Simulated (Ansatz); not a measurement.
HfO2:

```
Hf O
1.0
     3.55802    0.00000    0.00000
     0.00000    3.55802    0.00000
     0.00000    0.00000    5.17186
Hf O
2 4
Direct
  0.00000 0.00000 0.00000
  0.50000 0.50000 0.50000
  0.00000 0.50000 0.19721
  0.50000 0.00000 0.30279
  0.50000 0.00000 0.80279
  0.00000 0.50000 0.69721
```

Measurements of this composition are mostly on another form, of space group No. 14.

Base run:

* Program: Ansatz 0.2.0
* Functional: HSE06
* Potentials or basis: Ansatz PAW
* Cutoff: 420 eV (not typed: the program's choice for these potentials)
* k mesh: 6 × 6 × 4
* Occupations: fermi-dirac, width 0.05 eV
* Spin: no spin polarisation

Its results: band gap on the k mesh 6.42 eV, indirect (least direct gap 6.50 eV); pressure 4.0 GPa; largest force 0.110 eV/Å.

**Question.** The run is repeated on the same cell with these changes: functional from HSE06 to PBE0. What comes out?

**Answer.** Band gap on the k mesh 7.18 eV, indirect (least direct gap 7.25 eV); pressure 4.1 GPa; largest force 0.114 eV/Å.

Caveats: spin-orbit coupling is left out, which moves the levels of the heavy elements; the PAW data sets come from PBE, with cores solved anew for the run's functional, which leaves a small shift of forces and pressure; the thresholds are loose for stress.
